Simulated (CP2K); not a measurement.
SiO2:

```
Si O
1.0
     5.06339    0.00000    0.00000
     0.21527    5.05881    0.00000
    -2.63933   -2.52940    3.50342
Si O
2 4
Cartesian
  2.5317 0.0000 1.7517
  0.0000 0.0000 0.0000
  2.7125 -1.5095 2.2885
  3.5629 0.2448 0.5368
  2.8201 1.0199 2.9666
  1.0312 0.2448 1.2149
```

The cell comes from a database or a generator and needn't be the stable form of this composition.

| Quantity | Value |
| --- | --- |
| Program | CP2K 2026.2 |
| Task | single point |
| Functional | PBE |
| Potentials or basis | POTENTIAL_UZH Si GTH-PBE-q4, O GTH-PBE-q6; TZVP-MOLOPT-PBE-GTH basis |
| Density cutoff | 8163 eV |
| k mesh | 8 × 8 × 8 |
| Occupations | fermi-dirac, width 0.05 eV |
| Spin | no spin polarisation |

On this cell: pressure 4.0 GPa; largest force 0.276 eV/Å; band gap on the k mesh 5.91 eV, direct.

The same run follows on a disturbed copy (atoms moved at random, drawn with an rms of 0.05 Å):

```
CELL_PARAMETERS angstrom
5.06339 0.00000 0.00000
0.21527 5.05881 0.00000
-2.63933 -2.52940 3.50342
ATOMIC_POSITIONS crystal
Si 0.74618 0.24992 0.50364
Si 0.00524 0.99513 0.00944
O 0.87470 0.03536 0.65694
O 0.78566 0.13328 0.16771
O 0.96721 0.61505 0.83692
O 0.38207 0.22429 0.35237
```

Task: What changes?

Result: The energy moves by +34.4 meV/atom; pressure 6.0 GPa; largest force 2.721 eV/Å; band gap on the k mesh 5.84 eV, direct.

Forces in eV/Å, atoms in the order of the input:
```
Si   1.276 -0.570 -0.424
Si  -0.256  1.351 -0.899
O   -0.008 -2.389  1.302
O    0.780 -0.114 -0.963
O    0.330  1.557  1.894
O   -2.119  0.158 -0.878
```

Stress tensor (GPa, compression positive):
```
 7.12 -0.64  2.48
-0.64  5.60  2.49
 2.48  2.49  5.16
```

Caveats: the basis of atomic orbitals isn't converged, which shifts pressures, moduli and gaps.

A k mesh can miss the band edges.
